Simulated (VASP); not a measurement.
# Co (P-3m1) in VASP: further runs

The runs below take Co through single point, with LDA.

Everything below comes from runs of VASP 6.6.1. Logs are shortened: lines on timing, memory, paths and dates and some standing lists are left out, and cuts for length are marked.

## 1. The crystal as given

The structure is trigonal, space group P-3m1 (No. 164). The conventional cell has a = 2.487 Å, b = 2.487 Å, c = 4.063 Å, α = 90.00°, β = 90.00°, γ = 120.00°. Co (site symmetry 3m) has 12 Co at 2.42 to 2.55 Å as nearest neighbours.

## 2. Single point, LDA, collinear spin, ferromagnetic start

Input file INCAR:

```
SYSTEM = Co
ADDGRID = .FALSE.
ALGO = Normal
EDIFF = 1E-6
ENCUT = 280
GGA = CA
ISIF = 2
ISMEAR = -1
ISPIN = 2
LASPH = .TRUE.
LCHARG = .FALSE.
LMAXMIX = 4
LORBIT = 11
LREAL = .FALSE.
LWAVE = .FALSE.
MAGMOM = 2 2
NBANDS = 20
NELM = 100
PREC = Accurate
SIGMA = 0.1
```

Input file KPOINTS:

```
k-points
0
G
  9 9 5
  0 0 0
```

Input file POSCAR:

```
Co
1.0
    2.4873648738      0.0000000000      0.0000000000
   -1.2436824369      2.1541211692      0.0000000000
    0.0000000000      0.0000000000      4.0632895034
Co
2
Direct
    0.3333333333      0.6666666667      0.7401390000
    0.6666666667      0.3333333333      0.2598610000
```

Potentials or basis: VASP PAW LDA potentials, release 64 (Co).

Command:

```console
$ cat potpaw_LDA.64/Co/POTCAR > POTCAR
$ mpirun -np 1 vasp_std > vasp.out
```

OUTCAR:

```text
SYSTEM = Co
   EDIFF = 1E-6
   ENCUT = 280
   GGA = CA
   ISIF = 2
   ISMEAR = -1
   ISPIN = 2
   LASPH = .TRUE.
   LORBIT = 11
   LREAL = .FALSE.
   NELM = 100
   PREC = Accurate

 Found     50 irreducible k-points:

 Following reciprocal coordinates:
            Coordinates               Weight
  0.000000  0.000000  0.000000      1.000000
  0.111111 -0.000000  0.000000      6.000000
  0.222222  0.000000  0.000000      6.000000
  0.333333 -0.000000  0.000000      6.000000
  0.444444  0.000000  0.000000      6.000000
  0.111111  0.111111  0.000000      6.000000
   k-points           NKPTS =     50   k-points in BZ     NKDIM =     50   number of bands    NBANDS=     20
   number of dos      NEDOS =    301   number of ions     NIONS =      2
   total plane-waves  NPLWV =   4704
   dimension x,y,z NGX =    14 NGY =   14 NGZ =   24
   dimension x,y,z NGXF=    28 NGYF=   28 NGZF=   48
   ions per type =               2
   NGX,Y,Z   is equivalent  to a cutoff of   9.36,  9.36,  9.82 a.u.
   NGXF,Y,Z  is equivalent  to a cutoff of  18.71, 18.71, 19.64 a.u.
 SYSTEM =  Co
   PREC   = accura    normal or accurate (medium, high low for compatibility)
   ISTART =      0    job   : 0-new  1-cont  2-samecut
   ICHARG =      2    charge: 1-file 2-atom 10-const
   ISPIN  =      2    spin polarized calculation?
   LNONCOLLINEAR =      F non collinear calculations
   LSORBIT =      F    spin-orbit coupling
   LASPH  =      T    aspherical Exc in radial PAW
   ENCUT  =  280.0 eV  20.58 Ry    4.54 a.u.   3.39  3.39  5.54*2*pi/ulx,y,z
   NELM   =    100;   NELMIN=  2; NELMDL= -5     # of ELM steps
   EDIFF  = 0.1E-05   stopping-criterion for ELM
   LREAL  =      F    real-space projection
   EDIFFG = 0.1E-04   stopping-criterion for IOM
   NSW    =      0    number of steps for IOM
   IBRION =     -1    ionic relax: 0-MD 1-quasi-New 2-CG
   NFREE  =      0    steps in history (QN), initial steepest desc. (CG)
   ISIF   =      2    stress and relaxation
   ISYM   =      2    0-nonsym 1-usesym 2-fastsym
   POTIM  = 0.5000    time-step for ionic-motion
   TEBEG  =    0.0;   TEEND  =   0.0 temperature during run
   PSTRESS=    0.0 pullay stress
   NELECT =      18.0000    total number of electrons
   NUPDOWN=      -1.0000    fix difference up-down
   EMIN   =  10.00;   EMAX   =-10.00  energy-range for DOS
   EFERMI =   0.00;   METHOD = LEGACY
   ISMEAR =    -1;   SIGMA  =   0.10  broadening in eV -4-tet -1-fermi 0-gaus
   EFERMI_NEDOS =   21; number of points for ismear=-14 and -15
   IALGO  =     38    algorithm
   IMIX   =      4    mixing-type and parameters
     AMIX     =   0.40;   BMIX     =  1.00
     AMIX_MAG =   1.60;   BMIX_MAG =  1.00
  volume/ion in A,a.u.               =      10.89        73.46
  Fermi-wavevector in a.u.,A,eV,Ry     =   1.536514  2.903591 32.121660  2.360875
  Thomas-Fermi vector in A             =   2.643152
   LORBIT       =     11    0 simple, 1 ext, 2 COOP (PROOUT), +10 PAW based schemes
   GGA     = CA    functional components
   LHFCALC =     F    Hartree Fock is set to
   AEXX    =    0.0000 exact exchange contribution
   IVDW    =     0    specifies the selected vdW correction
   LEPSILON=     F    determine dielectric tensor
   LRPA    =     F    only Hartree local field effects (RPA)
 spin polarized calculation
  energy-cutoff  :      280.00
  volume of cell :       21.77
 maximum number of plane-waves:       245
 NGX is ok and might be reduce to    14
   NGX =  7   NGY =  7   NGZ = 11

 number of electron      17.9999999 magnetization       3.0146522

 Free energy of the ion-electron system (eV)
  ---------------------------------------------------
  ext. energy  EPLUGINS =         0.00000000
  ---------------------------------------------------
  free energy    TOTEN  =       -16.16237796 eV

  energy without entropy =      -16.09787922  energy(sigma->0) =      -16.13012859

 E-fermi :   9.8642     XC(G=0): -13.7150

 val. band max:        9.8610943840   @ k =   0.1111  -0.0000   0.2000
 cond. band min:       9.8817018796   @ k =   0.2222   0.1111   0.2000
 fundamental gap:      0.0206074957
 Fermi energy:         9.8642434070

 spin component 1

 k-point     1 :       0.0000    0.0000    0.0000
  band No.  band energies     occupation
      1       0.9771      1.00000
      2       4.8148      1.00000
      3       7.3790      1.00000
      4       7.4414      1.00000
      5       7.4414      1.00000
      6       7.7325      1.00000
      7       7.7325      1.00000
      8       8.1740      1.00000
      9       8.1740      1.00000
     10       9.2509      0.99783
     11       9.2509      0.99783
     12       9.7182      0.81160
     13      16.1029      0.00000
     14      31.9640      0.00000
     15      34.5115      0.00000
     16      34.5115      0.00000
     17      34.8897      0.00000
     18      35.1425      0.00000
     19      35.9376      0.00000
     20      35.9376      0.00000

 k-point     2 :       0.1111   -0.0000    0.0000
  band No.  band energies     occupation
      1       1.4087      1.00000
      2       5.0748      1.00000
      3       7.0942      1.00000
      4       7.5891      1.00000
      5       7.6435      1.00000
      6       7.7027      1.00000
      7       7.8126      1.00000
      8       7.8747      1.00000
      9       8.0946      1.00000
     10       8.2483      1.00000
     11       9.3018      0.99641
     12      11.3968      0.00000
     13      16.1824      0.00000
     14      28.8743      0.00000
     15      31.5834      0.00000
     16      32.0972      0.00000
     17      35.0106      0.00000
     18      36.1279      0.00000
     19      36.2366      0.00000
     20      39.1760      0.00000

 k-point     3 :       0.2222    0.0000    0.0000
  band No.  band energies     occupation
      1       2.6124      1.00000
      2       5.5798      1.00000
      3       6.6304      1.00000
      4       6.8628      1.00000
      5       7.4202      1.00000
      6       7.7405      1.00000
      7       7.9390      1.00000
      8       8.1790      1.00000
      9       8.1975      1.00000
     10       8.4333      1.00000
     11       9.3841      0.99185
     12      13.6443      0.00000
     13      16.4748      0.00000
     14      23.7666      0.00000
     15      28.5711      0.00000
     16      30.7597      0.00000
     17      31.0272      0.00000
     18      34.7120      0.00000
     19      34.8401      0.00000
     20      38.5566      0.00000

 k-point     4 :       0.3333   -0.0000    0.0000
  band No.  band energies     occupation
      1       4.1709      1.00000
      2       5.5765      1.00000
      3       5.9507      1.00000
      4       6.8823      1.00000
      5       7.4880      1.00000
      6       7.5356      1.00000
      7       7.6845      1.00000
      8       8.8654      0.99995
      9       9.0250      0.99977
     10       9.0391      0.99974
     11       9.4409      0.98571
     12      16.1881      0.00000
     13      16.7304      0.00000
     14      19.6339      0.00000
     15      26.2598      0.00000
     16      26.8344      0.00000
     17      27.8760      0.00000
     18      32.5606      0.00000
     19      33.3712      0.00000
     20      36.3079      0.00000

 k-point     5 :       0.4444    0.0000    0.0000
  band No.  band energies     occupation
      1       5.0816      1.00000
      2       5.3261      1.00000
      3       5.5914      1.00000
      4       7.3347      1.00000
      5       7.3649      1.00000
      6       7.5199      1.00000
      7       7.8041      1.00000
      8       9.3260      0.99542
      9       9.4240      0.98790
     10       9.5120      0.97131
     11      10.6266      0.00049
     12      14.2411      0.00000
     13      18.7435      0.00000
     14      19.7685      0.00000
     15      23.3873      0.00000
     16      24.5215      0.00000
     17      24.9547      0.00000
     18      32.0172      0.00000
     19      32.5075      0.00000
     20      34.9069      0.00000

 k-point     6 :       0.1111    0.1111    0.0000
  band No.  band energies     occupation
      1       2.2317      1.00000
      2       5.4923      1.00000
      3       6.7524      1.00000
      4       7.0412      1.00000
      5       7.4693      1.00000
      6       7.7372      1.00000
      7       7.8792      1.00000
      8       8.0644      1.00000
      9       8.0985      1.00000
     10       8.3819      1.00000
     11       9.3394      0.99477
     12      13.0164      0.00000
     13      16.3787      0.00000
     14      26.2169      0.00000
     15      26.7617      0.00000
     16      33.0596      0.00000
     17      33.7911      0.00000
     18      34.2944      0.00000
     19      34.5027      0.00000
     20      37.5149      0.00000

 [... further k-points ...]

 spin component 2

 k-point     1 :       0.0000    0.0000    0.0000
  band No.  band energies     occupation
      1       1.1411      1.00000
      2       5.6717      1.00000
      3       8.7382      0.99999
      4       8.8232      0.99997
      5       8.8232      0.99997
      6       9.1428      0.99926
      7       9.1428      0.99926
      8       9.6790      0.86440
      9       9.6790      0.86440
     10       9.8834      0.45222
     11      10.8355      0.00006
     12      10.8355      0.00006
     13      17.0230      0.00000
     14      31.9797      0.00000
     15      34.9124      0.00000
     16      34.9124      0.00000
     17      34.9807      0.00000
     18      35.2137      0.00000
     19      36.3329      0.00000
     20      36.3329      0.00000

 k-point     2 :       0.1111   -0.0000    0.0000
  band No.  band energies     occupation
      1       1.5748      1.00000
      2       5.9612      1.00000
      3       8.4036      1.00000
      4       8.8004      0.99998
      5       8.9828      0.99985
      6       9.0419      0.99973
      7       9.1348      0.99932
      8       9.2953      0.99663
      9       9.5832      0.94323
     10       9.5865      0.94143
     11      10.8933      0.00003
     12      12.2748      0.00000
     13      17.0720      0.00000
     14      29.2210      0.00000
     15      31.9749      0.00000
     16      32.3244      0.00000
     17      35.1197      0.00000
     18      36.2312      0.00000
     19      36.3859      0.00000
     20      39.5933      0.00000

 k-point     3 :       0.2222    0.0000    0.0000
  band No.  band energies     occupation
      1       2.7982      1.00000
      2       6.5683      1.00000
      3       7.6787      1.00000
      4       8.0460      1.00000
      5       8.7417      0.99999
      6       9.1786      0.99895
      7       9.3087      0.99615
      8       9.6052      0.93027
      9       9.6436      0.90082
     10       9.9153      0.37504
     11      10.9872      0.00001
     12      14.4302      0.00000
     13      17.2669      0.00000
     14      24.2557      0.00000
     15      28.9332      0.00000
     16      31.1092      0.00000
     17      31.3142      0.00000
     18      34.9139      0.00000
     19      35.1726      0.00000
     20      38.8779      0.00000

 k-point     4 :       0.3333   -0.0000    0.0000
  band No.  band energies     occupation
      1       4.4925      1.00000
      2       6.6744      1.00000
      3       6.9989      1.00000
      4       7.9024      1.00000
      5       8.8211      0.99997
      6       8.9006      0.99993
      7       9.0203      0.99978
      8      10.3849      0.00545
      9      10.4489      0.00288
     10      10.5562      0.00099
     11      11.0493      0.00001
     12      16.8745      0.00000
     13      17.3845      0.00000
     14      20.2339      0.00000
     15      26.5689      0.00000
     16      27.2529      0.00000
     17      28.3501      0.00000
     18      33.0024      0.00000
     19      33.4941      0.00000
     20      36.6911      0.00000

 k-point     5 :       0.4444    0.0000    0.0000
  band No.  band energies     occupation
      1       5.8165      1.00000
      2       6.3817      1.00000
      3       6.6629      1.00000
      4       8.0983      1.00000
      5       8.7303      0.99999
      6       8.8059      0.99997
      7       9.1316      0.99934
      8      10.8987      0.00003
      9      11.0386      0.00001
     10      11.0888      0.00000
     11      11.8338      0.00000
     12      15.0439      0.00000
     13      19.2847      0.00000
     14      20.2675      0.00000
     15      23.9443      0.00000
     16      25.0790      0.00000
     17      25.2126      0.00000
     18      32.3568      0.00000
     19      32.7442      0.00000
     20      35.2509      0.00000

 k-point     6 :       0.1111    0.1111    0.0000
  band No.  band energies     occupation
      1       2.4069      1.00000
      2       6.4389      1.00000
      3       7.9174      1.00000
      4       8.1332      1.00000
      5       8.8151      0.99997
      6       9.1761      0.99897
      7       9.2911      0.99677
      8       9.4926      0.97625
      9       9.4953      0.97562
     10       9.8524      0.52959
     11      10.9362      0.00002
     12      13.8292      0.00000
     13      17.2046      0.00000
     14      26.6320      0.00000
     15      27.1976      0.00000
     16      33.2103      0.00000
     17      34.0695      0.00000
     18      34.5242      0.00000
     19      34.8054      0.00000
     20      37.9540      0.00000

 [... further k-points ...]

------------------------ aborting loop because EDIFF is reached ----------------------------------------

  FORCE on cell =-STRESS in cart. coord.  units (eV):
  Direction    XX          YY          ZZ          XY          YZ          ZX
  --------------------------------------------------------------------------------------
  -------------------------------------------------------------------------------------
  Total       -2.7798957     -2.7798957     -2.9653899      0.0000000     -0.0000000      0.0000000
  in kB     -204.5745950   -204.5745950   -218.2252504      0.0000000     -0.0000000      0.0000000
  external PRESSURE =    -209.1248135 kB  Pullay stress =       0.0000000 kB

 VOLUME and BASIS-vectors are now :
 -----------------------------------------------------------------------------
  energy-cutoff  :      280.00
  volume of cell :       21.77
      direct lattice vectors                 reciprocal lattice vectors
     2.487364874  0.000000000  0.000000000     0.402031889  0.232113220  0.000000000
    -1.243682437  2.154121169  0.000000000     0.000000000  0.464226439  0.000000000
     0.000000000  0.000000000  4.063289503     0.000000000  0.000000000  0.246106018

 POSITION                                       TOTAL-FORCE (eV/Angst)
 -----------------------------------------------------------------------------------
     -0.00000      1.43608      3.00740         0.000000      0.000000      0.417768
      1.24368      0.71804      1.05589        -0.000000     -0.000000     -0.417768
 -----------------------------------------------------------------------------------
    total drift:                                0.000000      0.000000      0.000000

  FREE ENERGIE OF THE ION-ELECTRON SYSTEM (eV)
  ---------------------------------------------------
  free  energy   TOTEN  =       -16.1623779626 eV

  energy  without entropy=      -16.0978792188  energy(sigma->0) =      -16.13012859

 total charge

# of ion       s       p       d       tot
------------------------------------------
    1        0.487   0.513   7.276   8.276
    2        0.487   0.513   7.276   8.276
--------------------------------------------------
tot          0.975   1.026  14.552  16.552

 magnetization (x)

# of ion       s       p       d       tot
------------------------------------------
    1       -0.014  -0.041   1.570   1.515
    2       -0.014  -0.041   1.570   1.515
--------------------------------------------------
tot         -0.027  -0.082   3.139   3.030
```

Wall time 12 s (1 thread of Intel Xeon Platinum 8488C (Sapphire Rapids), shared host); peak memory 0.12 GiB.

The run converged, but some of its settings lie outside the range that counts as converged, so its numbers aren't taken as properties of the crystal.

Results:

```yaml
Free_energy: -16.1624 eV
Largest_force: 0.418 eV/Å
Band_gap_on_the_k_mesh: none (metal or under the smearing width)
Net_moment: 3.01 μB per cell
Site_moments: Co +1.51 μB
Valence_electrons_inside_the_program's_atomic_spheres: Co 8.28
```

Caveat: the cutoff is under 1.25 times the usual one of these potentials, so pressure, stress and relaxed cells hold a basis-set (Pulay) error.

## 3. Single point, LDA, collinear spin, ferromagnetic start

INCAR is that of step 2.

KPOINTS is that of step 2.

Input file POSCAR:

```
Co
1.0
    2.4873648738      0.0000000000      0.0000000000
   -1.2436824369      2.1541211692      0.0000000000
    0.0000000000      0.0000000000      4.0632895034
Co
2
Direct
    0.3275520000      0.6759820000      0.7288160000
    0.6891290000      0.3188900000      0.2643300000
```

Potentials or basis: VASP PAW LDA potentials, release 64 (Co).

Command:

```console
$ cat potpaw_LDA.64/Co/POTCAR > POTCAR
$ mpirun -np 1 vasp_std > vasp.out
```

Wall time 36 s (1 thread of Intel Xeon Platinum 8488C (Sapphire Rapids), shared host); peak memory 0.15 GiB.

These settings aren't checked as converged: the numbers below hold their error.

What came out:

* Free energy: -16.1062 eV
* Largest force: 0.937 eV/Å
* Band gap on the k mesh: none (metal or under the smearing width)
* Net moment: 3.03 μB per cell
* Site moments: Co +1.52 μB
* Valence electrons inside the program's atomic spheres: Co 8.29

Caveat: the cutoff is under 1.25 times the usual one of these potentials, so pressure, stress and relaxed cells hold a basis-set (Pulay) error.
